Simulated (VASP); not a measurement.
Crystal: NaI.

```
I Na
1.0
     0.00000    3.23640    3.23640
     3.23640    0.00000    3.23640
     3.23640    3.23640    0.00000
I Na
1 1
Direct
  0.50000 0.50000 0.50000
  0.00000 0.00000 0.00000
```

Base run:

| Property | Result |
| --- | --- |
| Program | VASP 6.6.1 |
| Functional | RPBE |
| Potentials or basis | VASP PAW PBE potentials, release 64 (I, Na_pv) |
| Cutoff | 520 eV |
| k mesh | 7 × 7 × 7 |
| Occupations | fermi-dirac, width 0.05 eV |
| Spin | no spin polarisation |

Its results: band gap on the k mesh 3.90 eV, direct; pressure 1.6 GPa.

**Question.** The run is repeated on the same cell with these changes: functional from RPBE to PW91. What comes out?

**Answer.** Band gap on the k mesh 3.66 eV, direct; pressure 0.4 GPa.

PW91 binds more tightly than RPBE, so the same cell stands under less pressure.

Caveats: the PAW data sets were made with another functional, which shifts forces and pressure a little; spin-orbit coupling is left out, which moves the levels of the heavy elements.
